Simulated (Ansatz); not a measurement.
Input for Ansatz (plane-wave DFT, PAW):

```yaml
crystal:
  lattice:
    - [3.063314, -3.081373, 0.0]
    - [3.063314, 3.081373, 0.0]
    - [0.0, 0.0, 6.126894]
  atoms:
    - { symbol: In, position: [0.279411, 0.720589, 0.25] }
    - { symbol: In, position: [0.720589, 0.279411, 0.75] }
    - { symbol: Sb, position: [0.777205, 0.222795, 0.25] }
    - { symbol: Sb, position: [0.222795, 0.777205, 0.75] }
basis:
  ecutwfc: 420
kpoints:
  mp_grid: { grid: [10, 10, 8] }
hamiltonian:
  xc: pbe
scf:
  occupations: { method: gaussian, width: 0.1 }
output:
  forces: true
  stress: true
  eigenvalues: true
  populations: true
```

Launched with
```bash
ansatz run input.yaml --threads 1 --pin off --max-ram 2560MiB --backend cpu --events-out ev --progress --plain --runs-dir out
```

Method: DFT PBE, scalar-relativistic, plane waves, PAW in Ansatz.

Abridged output:

```
Pseudopotentials: kind: paw
Pseudopotential: In, paw, valence charge 13, recommended cutoff 420 eV (normal)
Pseudopotential: Sb, paw, valence charge 15, recommended cutoff 420 eV (normal)
Functional definition: PBE
Crystal: 4 atoms, lattice volume = 115.666 Å³
Basis set: ecut = 420 eV, 2269 PW (Γ), exchange–correlation on 60×60×90 points (8 copies of the dense FFT grid, shifted against one another)
Bands: 34, of which v1, the nominal top of the filled ones, is band 28 counted from 1 (27 counted from 0)
Symmetry: 8 space group operations
Space group: Cmcm (ITA 63), of the structure as read, at distance tolerance 4.9e-5 Å
k-points: 155 of 800
Initial density: superposition of atomic densities (neutral atoms: chi_scale 0, normalization atom), corrected by the library's trained network
Initial wavefunctions: pseudopotential atomic-orbital guess
Functional: x = pbe(κ = 0.804, μ = 0.21951497), c = pbe(β = 0.06672455)
SCF iter   1: F=—  HF=-24164.595764 eV  |F-HF|=—  |Δ(HF+E_count)|=         —  Δρ=1.19e-3  dr2=1.97e-3  ethr=1.77e-3  ⟨swp⟩=6.5  Hψ=22105  notcnv=0
SCF iter   2: F=—  HF=-24164.592220 eV  |F-HF|=—  |Δ(HF+E_count)|=   3.54e-3  Δρ=9.56e-4  dr2=1.52e-3  ethr=3.52e-6  ⟨swp⟩=2.0  Hψ=10785  notcnv=0
SCF iter   3: F=—  HF=-24164.592091 eV  |F-HF|=—  |Δ(HF+E_count)|=   1.30e-4  Δρ=4.58e-4  dr2=4.31e-4  ethr=2.71e-6  ⟨swp⟩=2.3  Hψ=9364  notcnv=0
SCF iter   4: F=—  HF=-24164.592131 eV  |F-HF|=—  |Δ(HF+E_count)|=   4.09e-5  Δρ=3.15e-4  dr2=6.82e-5  ethr=7.70e-7  ⟨swp⟩=3.0  Hψ=9599  notcnv=0
SCF iter   5: F=—  HF=-24164.592118 eV  |F-HF|=—  |Δ(HF+E_count)|=   1.39e-5  Δρ=9.63e-5  dr2=7.79e-6  ethr=1.22e-7  ⟨swp⟩=3.0  Hψ=11030  notcnv=0
SCF iter   6: F=—  HF=-24164.592116 eV  |F-HF|=—  |Δ(HF+E_count)|=   1.81e-6  Δρ=1.93e-5  dr2=3.12e-7  ethr=1.39e-8  ⟨swp⟩=2.0  Hψ=9429  notcnv=0
SCF iter   7: F=-24164.592116 eV  HF=-24164.592116 eV  |F-HF|=8.51e-9  |Δ(HF+E_count)|=   1.02e-8  Δρ=2.92e-6  dr2=1.06e-8  ethr=1.79e-10  ⟨swp⟩=8.5  Hψ=23504  notcnv=0
SCF 1 converged in 7 iterations: F = -24164.592116 eV  dr2 = 1.06e-8
SCF converged after 7 iterations
Free energy (F): -24164.592116 eV
Harris-Foulkes:  -24164.592116 eV  (|F-HF|=8.51e-9)
Internal energy: -24164.577754 eV  (E = F + TS)
E sigma→0 (E₀):  -24164.584935 eV
Entropy (-TS):   -0.014362 eV (-3.590 meV/atom)
Fermi energy:    9.340577 eV
--- Per-component energies (eV) ---
  E_band       = -408.074874
  E_kinetic    = 897.032031
  E_local      = -5451.643658  (includes V_loc(G=0)·N_el)
  E_nonlocal   = 1457.793663
  E_hartree    = 2336.100480
  E_xc         = -707.172636
  E_vxc        = -390.570066  (∫ρ·V_xc dr)
  E_paw        = -17458.707131  (= ΣΔE_a)
  E_vpaw       = -1592.883677  (= ΣTr[D̂ρ^β])
  E_aug_tail   = 0.000049  (compensation charges beyond the density's cutoff)
  E_ewald      = -5237.980551
  E_smearing   = -0.014362  (= −TS)
--- Forces (eV/Å), atoms counted from 1 ---
  atom   1  In     0.00000000    -0.00637631     0.00000000
  atom   2  In     0.00000000     0.00637631     0.00000000
  atom   3  Sb     0.00000000     0.01060980     0.00000000
  atom   4  Sb     0.00000000    -0.01060980     0.00000000
--- Stress (GPa, compression-positive) ---
        0.213307       0.000000       0.000000
        0.000000       0.209257       0.000000
        0.000000       0.000000      -0.140939
  P = ⅓ Tr σ = 0.0939 GPa (0.939 kbar)
--- Band table (eV; the first three rows and the last of 155) ---
  k-point 0: bands = ["-19.3267", "-19.3247", "-19.3191", "-19.3167", "-19.3151", "-19.3115", "-19.3105", "-19.3088", "-19.3086", "-19.3065", "-5.2030", "-5.0779", "-5.0743", "-5.0702", "-5.0593", "-5.0587", "-5.0521", "-5.0501", "-5.0113", "-5.0106", "-1.5891", "0.8765", "4.9578", "6.0127", "7.1735", "7.2465", "8.8633", "9.1786", "9.3256", "9.3803", "12.6672", "15.2145", "15.3903", "15.4190"]
  k-point 1: bands = ["-19.3266", "-19.3247", "-19.3190", "-19.3169", "-19.3147", "-19.3114", "-19.3103", "-19.3089", "-19.3088", "-19.3067", "-5.1973", "-5.0809", "-5.0745", "-5.0698", "-5.0616", "-5.0552", "-5.0530", "-5.0485", "-5.0128", "-5.0122", "-1.5332", "0.6957", "5.0575", "6.2836", "7.2254", "7.3032", "8.1215", "9.0780", "9.2055", "10.2510", "12.7034", "14.5179", "15.0537", "15.1471"]
  k-point 2: bands = ["-19.3261", "-19.3247", "-19.3188", "-19.3173", "-19.3139", "-19.3111", "-19.3099", "-19.3094", "-19.3092", "-19.3071", "-5.1812", "-5.0917", "-5.0734", "-5.0686", "-5.0639", "-5.0554", "-5.0494", "-5.0441", "-5.0171", "-5.0169", "-1.3653", "0.2657", "5.2857", "7.0539", "7.1984", "7.4696", "7.5033", "8.8100", "8.8942", "11.3043", "12.8263", "13.1379", "14.4301", "15.2014"]
  k-point 154: bands = ["-19.3232", "-19.3232", "-19.3196", "-19.3196", "-19.3125", "-19.3125", "-19.3098", "-19.3098", "-19.3034", "-19.3034", "-5.1707", "-5.1707", "-5.0866", "-5.0866", "-5.0435", "-5.0435", "-5.0420", "-5.0420", "-5.0097", "-5.0097", "0.9775", "0.9775", "4.4396", "4.4396", "5.8091", "5.8091", "5.8607", "5.8607", "11.2289", "11.2289", "12.7072", "12.7072", "15.6140", "15.6140"]
--- Löwdin populations: 4 sites ---
  site symbol q [e]
     0     In     13.0990
     1     In     13.0990
     2     Sb     14.8615
     3     Sb     14.8615
  spilling = 0.001411 (of n_electrons = 56.000000)
```

The calculation finished and met its thresholds.

It took 46 s on 1 thread of Arm Neoverse V1, with other jobs on the host, peak memory 0.64 GiB.